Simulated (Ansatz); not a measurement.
# Tin, alpha-Sn (diamond) under r²SCAN: how the Methfessel-Paxton smearing moves the result

How small must the Methfessel-Paxton smearing width be for energy and pressure to settle? The geometry was relaxed under r²SCAN beforehand and stays fixed; 7 values are run, from 0.01 to 1.0 eV. Wanted are the values from which on the energy stays within 10 and 1 meV/atom, and the pressure within 0.5 GPa, of the narrowest run. Within the series other settings stay, but some runs also write fields, which adds to their time. Spin polarisation is left out.

Method: DFT r²SCAN, plane waves with PAW, scalar-relativistic, in Ansatz 0.2.0.

**1. Starting point**

Symmetry: Fd-3m, No. 227, cubic system. Conventional cell: a = 6.568 Å, b = 6.568 Å, c = 6.568 Å, α = 90.00°, β = 90.00°, γ = 90.00°. Sn (site symmetry -43m) is surrounded by 4 Sn at 2.84 Å.

Coordinates:

```
Sn
1.0
     0.00000    3.28405    3.28405
     3.28405    0.00000    3.28405
     3.28405    3.28405    0.00000
Sn
2
Direct
  0.50000 0.50000 0.50000
  0.75000 0.75000 0.75000
```

**2. With a width of 0.01 eV**

The run at 0.01 eV.

input.yaml

```yaml
crystal:
  lattice:
    - [0.0, 3.2840539893, 3.2840539893]
    - [3.2840539893, 0.0, 3.2840539893]
    - [3.2840539893, 3.2840539893, 0.0]
  atoms:
    - { symbol: Sn, position: [0.5, 0.5, 0.5] }
    - { symbol: Sn, position: [0.75, 0.75, 0.75] }
hamiltonian:
  xc: r2scan
  pseudopotentials:
    kind: paw
    azcp:
      Sn: "pseudopotentials/Sn.paw.azcp"
basis:
  ecutwfc: 500
  fft_grid_basis: typed
kpoints:
  mp_grid: { grid: [8, 8, 8], shift: [0, 0, 0] }
magnetization:
  spin_polarized: false
scf:
  occupations: { method: methfessel_paxton, width: 0.01 }
  lower_state_search: "off"
output:
  stress: true
```

Command:

```bash
$ ansatz run input.yaml --threads 2 --pin off --max-ram 5120MiB --backend cpu --events-out ev --progress --plain --runs-dir out
```

What it wrote, shortened:

```text
Warning: RAYON_NUM_THREADS=2 ignored (pool sized by the plan → 2); use --threads N
[...]
Pseudopotentials: kind: paw
Pseudopotential: Sn, paw, valence charge 14, recommended cutoff 500 eV (meta_gga), <dir>
Functional definition: r2SCAN
[...]
Crystal: 2 atoms, lattice volume = 70.837 Å³
Basis set: ecut = 500 eV, 1807 PW (Γ), exchange–correlation on 144×144×144 points (64 copies of the dense FFT grid, shifted against one another)
Bands: 18, of which v1, the nominal top of the filled ones, is band 14 counted from 1 (13 counted from 0)
Symmetry: 48 space group operations
Space group: Fd-3m (ITA 227), of the structure as read, at distance tolerance 4.1e-5 Å
k-points: 29 of 512
[...]
SCF iter   1: F=—  HF=-12077.264988 eV  |F-HF|=—  |Δ(HF+E_count)|=         —  Δρ=4.96e-3  dr2=7.24e-3  dr2_τ=4.51e-3  ethr=1.77e-3  ⟨swp⟩=6.3  Hψ=2894  notcnv=0
[...]
SCF iter   6: F=-12077.272688 eV  HF=-12077.272688 eV  |F-HF|=6.86e-10  |Δ(HF+E_count)|=   2.14e-8  S|Δr|=    0.00e0  Δρ=1.19e-6  dr2=1.21e-9  dr2_τ=8.01e-11  ethr=6.58e-11  ⟨swp⟩=2.4  Hψ=1680  notcnv=0
[...]
SCF converged after 6 iterations
Stability not checked: this state was not tested for a lower state beside it, because cold or Methfessel-Paxton smearing, or corrected tetrahedra, fill the levels in a way that the test cannot read (fill_not_monotonic; see scf.lower_state_search)
Free energy (F): -12077.272688 eV
[...]
E sigma→0 (E₀):  -12077.272684 eV
Entropy (-TS):   -0.000015 eV (-0.007 meV/atom)
Fermi energy:    7.316777 eV
Step filling:    the computed levels leave a gap of 0.0000 eV = 0.0 smearing widths at the electron count; against every level under it full and every level over it empty, smearing changes F+E_penalty+E_count by -0.015 meV and its σ→0 estimate by -0.011 meV
[...]
--- Stress (GPa, compression-positive) ---
       -0.039582       0.000000      -0.000000
        0.000000      -0.039582      -0.000000
        0.000000      -0.000000      -0.039582
  P = ⅓ Tr σ = -0.0396 GPa (-0.396 kbar)
```

Run time: 3.3 s. Hardware: 2 threads of Arm Neoverse V1, shared host; peak memory 0.54 GiB.

**3. With a width of 0.03 eV**

The run at 0.03 eV.

Changes to input.yaml since step 2:

```diff
@@ -22,3 +22,3 @@
 scf:
-  occupations: { method: methfessel_paxton, width: 0.01 }
+  occupations: { method: methfessel_paxton, width: 0.03 }
   lower_state_search: "off"
@@ -26 +26,5 @@
   stress: true
+  write_density: true
+  write_potential: true
+  elf: true
+  volumetric_format: npy
```

Command:

```bash
$ ansatz run input.yaml --threads 2 --pin off --max-ram 5120MiB --backend cpu --events-out ev --progress --plain --runs-dir out
```

What it wrote, shortened:

```text
Warning: RAYON_NUM_THREADS=2 ignored (pool sized by the plan → 2); use --threads N
[...]
[... 3 set-up lines as earlier in the session ...]
[...]
Crystal: 2 atoms, lattice volume = 70.837 Å³
Basis set: ecut = 500 eV, 1807 PW (Γ), exchange–correlation on 144×144×144 points (64 copies of the dense FFT grid, shifted against one another)
Bands: 18, of which v1, the nominal top of the filled ones, is band 14 counted from 1 (13 counted from 0)
[... 2 set-up lines as earlier in the session ...]
k-points: 29 of 512
[...]
SCF iter   1: F=—  HF=-12077.265003 eV  |F-HF|=—  |Δ(HF+E_count)|=         —  Δρ=4.96e-3  dr2=7.24e-3  dr2_τ=4.51e-3  ethr=1.77e-3  ⟨swp⟩=6.2  Hψ=2852  notcnv=0
[...]
Free energy (F): -12077.272715 eV
[...]
E sigma→0 (E₀):  -12077.272708 eV
Entropy (-TS):   -0.000025 eV (-0.012 meV/atom)
Fermi energy:    7.321774 eV
Step filling:    the computed levels leave a gap of 0.0000 eV = 0.0 smearing widths at the electron count; against every level under it full and every level over it empty, smearing changes F+E_penalty+E_count by -0.041 meV and its σ→0 estimate by -0.035 meV
[...]
--- Stress (GPa, compression-positive) ---
       -0.040932       0.000000      -0.000000
        0.000000      -0.040932       0.000000
       -0.000000       0.000000      -0.040932
  P = ⅓ Tr σ = -0.0409 GPa (-0.409 kbar)
--- Band table (eV; the first three rows and the last of 29) ---
  k-point 0: bands = ["-15.0828", "-15.0828", "-15.0828", "-15.0241", "-15.0241", "-14.7283", "-14.7283", "-14.7283", "-14.7167", "-14.7167", "-3.5769", "6.6875", "7.3148", "7.3148", "7.3148", "9.5282", "9.5282", "9.5282"]
[...]
```

It took 4.2 s on 2 threads of Arm Neoverse V1, shared host; peak memory 0.55 GiB.

**4. With a width of 0.1 eV**

The run at 0.1 eV.

Changes to input.yaml since step 3:

```diff
@@ -22,3 +22,3 @@
 scf:
-  occupations: { method: methfessel_paxton, width: 0.03 }
+  occupations: { method: methfessel_paxton, width: 0.1 }
   lower_state_search: "off"
@@ -26,5 +26 @@
   stress: true
-  write_density: true
-  write_potential: true
-  elf: true
-  volumetric_format: npy
```

Command:

```bash
$ ansatz run input.yaml --threads 2 --pin off --max-ram 5120MiB --backend cpu --events-out ev --progress --plain --runs-dir out
```

What it wrote, shortened:

```text
Warning: RAYON_NUM_THREADS=2 ignored (pool sized by the plan → 2); use --threads N
[...]
[... 3 set-up lines as earlier in the session ...]
[...]
Crystal: 2 atoms, lattice volume = 70.837 Å³
Basis set: ecut = 500 eV, 1807 PW (Γ), exchange–correlation on 144×144×144 points (64 copies of the dense FFT grid, shifted against one another)
Bands: 18, of which v1, the nominal top of the filled ones, is band 14 counted from 1 (13 counted from 0)
[... 2 set-up lines as earlier in the session ...]
k-points: 29 of 512
[...]
SCF iter   1: F=—  HF=-12077.265117 eV  |F-HF|=—  |Δ(HF+E_count)|=         —  Δρ=4.93e-3  dr2=7.20e-3  dr2_τ=4.50e-3  ethr=1.77e-3  ⟨swp⟩=5.9  Hψ=2756  notcnv=0
[...]
SCF iter   6: F=-12077.272774 eV  HF=-12077.272774 eV  |F-HF|=6.22e-10  |Δ(HF+E_count)|=   2.28e-8  S|Δr|=    0.00e0  Δρ=1.20e-6  dr2=1.20e-9  dr2_τ=8.12e-11  ethr=6.50e-11  ⟨swp⟩=2.2  Hψ=1675  notcnv=0
[...]
SCF converged after 6 iterations
Stability not checked: this state was not tested for a lower state beside it, because cold or Methfessel-Paxton smearing, or corrected tetrahedra, fill the levels in a way that the test cannot read (fill_not_monotonic; see scf.lower_state_search)
Free energy (F): -12077.272774 eV
[...]
E sigma→0 (E₀):  -12077.272755 eV
Entropy (-TS):   -0.000075 eV (-0.038 meV/atom)
Fermi energy:    7.322913 eV
Step filling:    the computed levels leave a gap of 0.0000 eV = 0.0 smearing widths at the electron count; against every level under it full and every level over it empty, smearing changes F+E_penalty+E_count by -0.101 meV and its σ→0 estimate by -0.082 meV
[...]
--- Stress (GPa, compression-positive) ---
       -0.034339      -0.000000       0.000000
       -0.000000      -0.034339      -0.000000
        0.000000       0.000000      -0.034339
  P = ⅓ Tr σ = -0.0343 GPa (-0.343 kbar)
```

Run time: 3.2 s. Hardware: 2 threads of Arm Neoverse V1, shared host; peak memory 0.54 GiB.

**5. With a width of 0.2 eV**

The run at 0.2 eV.

Changes to input.yaml since step 4:

```diff
@@ -22,3 +22,3 @@
 scf:
-  occupations: { method: methfessel_paxton, width: 0.1 }
+  occupations: { method: methfessel_paxton, width: 0.2 }
   lower_state_search: "off"
```

Command:

```bash
$ ansatz run input.yaml --threads 2 --pin off --max-ram 5120MiB --backend cpu --events-out ev --progress --plain --runs-dir out
```

What it wrote, shortened:

```text
Warning: RAYON_NUM_THREADS=2 ignored (pool sized by the plan → 2); use --threads N
[...]
[... 3 set-up lines as earlier in the session ...]
[...]
Crystal: 2 atoms, lattice volume = 70.837 Å³
Basis set: ecut = 500 eV, 1807 PW (Γ), exchange–correlation on 144×144×144 points (64 copies of the dense FFT grid, shifted against one another)
Bands: 18, of which v1, the nominal top of the filled ones, is band 14 counted from 1 (13 counted from 0)
[... 2 set-up lines as earlier in the session ...]
k-points: 29 of 512
[...]
SCF iter   1: F=—  HF=-12077.264915 eV  |F-HF|=—  |Δ(HF+E_count)|=         —  Δρ=4.94e-3  dr2=7.21e-3  dr2_τ=4.50e-3  ethr=1.77e-3  ⟨swp⟩=5.3  Hψ=2578  notcnv=0
[...]
SCF iter   6: F=-12077.272573 eV  HF=-12077.272573 eV  |F-HF|=6.80e-10  |Δ(HF+E_count)|=   2.22e-8  S|Δr|=    0.00e0  Δρ=1.19e-6  dr2=1.22e-9  dr2_τ=8.03e-11  ethr=6.54e-11  ⟨swp⟩=2.3  Hψ=1676  notcnv=0
[...]
SCF converged after 6 iterations
Stability not checked: this state was not tested for a lower state beside it, because cold or Methfessel-Paxton smearing, or corrected tetrahedra, fill the levels in a way that the test cannot read (fill_not_monotonic; see scf.lower_state_search)
Free energy (F): -12077.272573 eV
[...]
E sigma→0 (E₀):  -12077.272885 eV
Entropy (-TS):   0.001245 eV (0.623 meV/atom)
Fermi energy:    7.265306 eV
Step filling:    the computed levels leave a gap of 0.0000 eV = 0.0 smearing widths at the electron count; against every level under it full and every level over it empty, smearing changes F+E_penalty+E_count by +0.100 meV and its σ→0 estimate by -0.211 meV
[...]
--- Stress (GPa, compression-positive) ---
       -0.039438       0.000000       0.000000
        0.000000      -0.039438      -0.000000
       -0.000000       0.000000      -0.039438
  P = ⅓ Tr σ = -0.0394 GPa (-0.394 kbar)
```

It took 3.2 s on 2 threads of Arm Neoverse V1, shared host; peak memory 0.54 GiB.

**6. With a width of 0.3 eV**

The run at 0.3 eV.

Changes to input.yaml since step 5:

```diff
@@ -22,3 +22,3 @@
 scf:
-  occupations: { method: methfessel_paxton, width: 0.2 }
+  occupations: { method: methfessel_paxton, width: 0.3 }
   lower_state_search: "off"
@@ -26 +26,5 @@
   stress: true
+  write_density: true
+  write_potential: true
+  elf: true
+  volumetric_format: npy
```

Command:

```bash
$ ansatz run input.yaml --threads 2 --pin off --max-ram 5120MiB --backend cpu --events-out ev --progress --plain --runs-dir out
```

What it wrote, shortened:

```text
Warning: RAYON_NUM_THREADS=2 ignored (pool sized by the plan → 2); use --threads N
[...]
[... 3 set-up lines as earlier in the session ...]
[...]
Crystal: 2 atoms, lattice volume = 70.837 Å³
Basis set: ecut = 500 eV, 1807 PW (Γ), exchange–correlation on 144×144×144 points (64 copies of the dense FFT grid, shifted against one another)
Bands: 18, of which v1, the nominal top of the filled ones, is band 14 counted from 1 (13 counted from 0)
[... 2 set-up lines as earlier in the session ...]
k-points: 29 of 512
[...]
SCF iter   1: F=—  HF=-12077.264500 eV  |F-HF|=—  |Δ(HF+E_count)|=         —  Δρ=4.91e-3  dr2=7.17e-3  dr2_τ=4.49e-3  ethr=1.77e-3  ⟨swp⟩=5.2  Hψ=2520  notcnv=0
[...]
Free energy (F): -12077.272090 eV
[...]
E sigma→0 (E₀):  -12077.272319 eV
Entropy (-TS):   0.000916 eV (0.458 meV/atom)
Fermi energy:    7.259110 eV
Step filling:    the computed levels leave a gap of 0.0000 eV = 0.0 smearing widths at the electron count; against every level under it full and every level over it empty, smearing changes F+E_penalty+E_count by +0.584 meV and its σ→0 estimate by +0.355 meV
[...]
--- Stress (GPa, compression-positive) ---
       -0.023049       0.000000      -0.000000
        0.000000      -0.023049      -0.000000
       -0.000000      -0.000000      -0.023049
  P = ⅓ Tr σ = -0.0230 GPa (-0.230 kbar)
--- Band table (eV; the first three rows and the last of 29) ---
  k-point 0: bands = ["-15.0836", "-15.0836", "-15.0836", "-15.0248", "-15.0248", "-14.7291", "-14.7291", "-14.7291", "-14.7174", "-14.7174", "-3.5778", "6.6865", "7.3141", "7.3141", "7.3141", "9.5276", "9.5276", "9.5276"]
[...]
```

It took 4.2 s on 2 threads of Arm Neoverse V1, shared host; peak memory 0.55 GiB.

**7. With a width of 0.6 eV**

The run at 0.6 eV.

Changes to input.yaml since step 6:

```diff
@@ -22,3 +22,3 @@
 scf:
-  occupations: { method: methfessel_paxton, width: 0.3 }
+  occupations: { method: methfessel_paxton, width: 0.6 }
   lower_state_search: "off"
@@ -26,5 +26 @@
   stress: true
-  write_density: true
-  write_potential: true
-  elf: true
-  volumetric_format: npy
```

Command:

```bash
$ ansatz run input.yaml --threads 2 --pin off --max-ram 5120MiB --backend cpu --events-out ev --progress --plain --runs-dir out
```

What it wrote, shortened:

```text
Warning: RAYON_NUM_THREADS=2 ignored (pool sized by the plan → 2); use --threads N
band count auto-derived: 19 (N_el = 28.0; filled up to band 14; 18 by the electrons, moments and atoms)
[...]
[... 3 set-up lines as earlier in the session ...]
[...]
Crystal: 2 atoms, lattice volume = 70.837 Å³
Basis set: ecut = 500 eV, 1807 PW (Γ), exchange–correlation on 144×144×144 points (64 copies of the dense FFT grid, shifted against one another)
Bands: 19, of which v1, the nominal top of the filled ones, is band 14 counted from 1 (13 counted from 0)
[... 2 set-up lines as earlier in the session ...]
k-points: 29 of 512
[...]
SCF iter   7: F=-12077.269255 eV  HF=-12077.269255 eV  |F-HF|=4.54e-9  |Δ(HF+E_count)|=   5.61e-8  S|Δr|=    0.00e0  Δρ=3.86e-6  dr2=1.08e-8  dr2_τ=1.01e-10  ethr=3.57e-10  ⟨swp⟩=4.9  Hψ=1680  notcnv=0
[...]
SCF converged after 7 iterations
Stability not checked: this state was not tested for a lower state beside it, because cold or Methfessel-Paxton smearing, or corrected tetrahedra, fill the levels in a way that the test cannot read (fill_not_monotonic; see scf.lower_state_search)
Free energy (F): -12077.269255 eV
[...]
E sigma→0 (E₀):  -12077.273419 eV
Entropy (-TS):   0.016656 eV (8.328 meV/atom)
Fermi energy:    7.289735 eV
Step filling:    the computed levels leave a gap of 0.0000 eV = 0.0 smearing widths at the electron count; against every level under it full and every level over it empty, smearing changes F+E_penalty+E_count by +3.418 meV and its σ→0 estimate by -0.746 meV
[...]
--- Stress (GPa, compression-positive) ---
       -0.001813       0.000000       0.000000
        0.000000      -0.001813      -0.000000
       -0.000000       0.000000      -0.001813
  P = ⅓ Tr σ = -0.0018 GPa (-0.018 kbar)
```

Run time: 3.2 s. Hardware: 2 threads of Arm Neoverse V1, shared host; peak memory 0.54 GiB.

**8. With a width of 1.0 eV**

The run at 1.0 eV.

Changes to input.yaml since step 7:

```diff
@@ -22,3 +22,3 @@
 scf:
-  occupations: { method: methfessel_paxton, width: 0.6 }
+  occupations: { method: methfessel_paxton, width: 1.0 }
   lower_state_search: "off"
@@ -26 +26,5 @@
   stress: true
+  write_density: true
+  write_potential: true
+  elf: true
+  volumetric_format: npy
```

Command:

```bash
$ ansatz run input.yaml --threads 2 --pin off --max-ram 5120MiB --backend cpu --events-out ev --progress --plain --runs-dir out
```

What it wrote, shortened:

```text
Warning: RAYON_NUM_THREADS=2 ignored (pool sized by the plan → 2); use --threads N
band count auto-derived: 20 (N_el = 28.0; filled up to band 14; 18 by the electrons, moments and atoms)
[...]
[... 3 set-up lines as earlier in the session ...]
[...]
Crystal: 2 atoms, lattice volume = 70.837 Å³
Basis set: ecut = 500 eV, 1807 PW (Γ), exchange–correlation on 144×144×144 points (64 copies of the dense FFT grid, shifted against one another)
Bands: 20, of which v1, the nominal top of the filled ones, is band 14 counted from 1 (13 counted from 0)
[... 2 set-up lines as earlier in the session ...]
k-points: 29 of 512
[...]
Free energy (F): -12077.236113 eV
[...]
E sigma→0 (E₀):  -12077.270714 eV
Entropy (-TS):   0.138406 eV (69.203 meV/atom)
Fermi energy:    7.405267 eV
Step filling:    the computed levels leave a gap of 0.0000 eV = 0.0 smearing widths at the electron count; against every level under it full and every level over it empty, smearing changes F+E_penalty+E_count by +36.559 meV and its σ→0 estimate by +1.958 meV
[...]
--- Stress (GPa, compression-positive) ---
       -0.116078      -0.000000      -0.000000
       -0.000000      -0.116078      -0.000000
       -0.000000      -0.000000      -0.116078
  P = ⅓ Tr σ = -0.1161 GPa (-1.161 kbar)
--- Band table (eV; the first three rows and the last of 29) ---
  k-point 0: bands = ["-15.0785", "-15.0785", "-15.0785", "-15.0198", "-15.0198", "-14.7240", "-14.7240", "-14.7240", "-14.7123", "-14.7123", "-3.5754", "6.6900", "7.3174", "7.3174", "7.3174", "9.5295", "9.5295", "9.5295", "12.6776", "15.4859"]
[...]
```

Wall time 4.2 s (2 threads of Arm Neoverse V1, shared host); peak memory 0.55 GiB.

**9. All values side by side**

Differences are taken from the run at 0.01 eV.

```tsv
smearing (eV)	F (meV/atom)	E(σ → 0) (meV/atom)	P (GPa)	SCF cycles	CPU time
0.01	0.00	0.00	-0.04	6	6.3 s
0.03	-0.01	-0.01	-0.04	6	8.1 s
0.1	-0.04	-0.04	-0.03	6	6.2 s
0.2	0.06	-0.10	-0.04	6	6.2 s
0.3	0.30	0.18	-0.02	6	8.1 s
0.6	1.72	-0.37	0.00	7	6.1 s
1.0	18.29	0.99	-0.12	7	8 s
```

**10. Outcome**

| quantity | value |
| --- | --- |
| E(σ → 0) stays within 10 meV/atom of 0.01 eV | up to 1.0 eV |
| E(σ → 0) stays within 1 meV/atom | up to 1.0 eV |
| pressure stays within 0.5 GPa | up to 1.0 eV |
| pressure at 0.01 eV | -0.04 GPa |
| energy of a separate run on a finer mesh (14×14×14) | -4.0 meV/atom from 0.01 eV |

**Reading.** The far end, 1.0 eV, lies +1.0 meV/atom and -0.1 GPa from the yardstick. The free energy F moves by +18.3 meV/atom over the range, and the estimate for σ → 0 by +1.0. This scheme cancels the term in the square of the width, so F moves little up to 0.2 eV. The mesh (8×8×8) is fixed, so the narrowest widths carry a k-point error of their own. The yardstick itself is unsettled by 4.0 meV/atom against the finer mesh, so the thresholds above hold only within this series, and wider smearing, which averages over more states, can land nearer the fine-mesh value than the narrowest does. The cell taken over is 4 % larger than the measured one (34.19 Å³/atom, COD).
